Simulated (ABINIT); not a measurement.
Crystal: CdTe.

```
Te Cd
1.0
     0.00000    3.20500    3.20500
     3.20500    0.00000    3.20500
     3.20500    3.20500    0.00000
Te Cd
1 1
Cartesian
  4.8075 4.8075 4.8075
  0.0000 0.0000 0.0000
```

Program: ABINIT 10.8.3 (patched build). Alike in all runs: task single point; no spin polarisation; cell as given; smearing fermi-dirac 0.05 eV.

Order these runs on this cell by their band gap on the k mesh, lowest first.
A. level PBE; potentials or basis JTH PAW PBE v2.0; k mesh 7 × 7 × 7; cutoff (eV) 599; fine-grid cutoff 1197.3 eV; mesh quality not flagged
B. level r2SCAN; potentials or basis JTH PAW PBE v2.0; k mesh 4 × 4 × 4; cutoff (eV) 544; fine-grid cutoff 1088.46 eV; mesh quality coarse
C. level LDA; potentials or basis JTH PAW LDA v2.0; k mesh 9 × 9 × 9; cutoff (eV) 463; fine-grid cutoff 925.187 eV; mesh quality not flagged

A (metal), C (0.61 eV), B (1.37 eV).

Caveats: some runs use coarse meshes; spin-orbit coupling is left out, which moves the levels of the heavy elements (some runs); an odd mesh through Γ misses points on the zone boundary, where band edges often lie (some runs).

Not every run made on this cell is shown here.
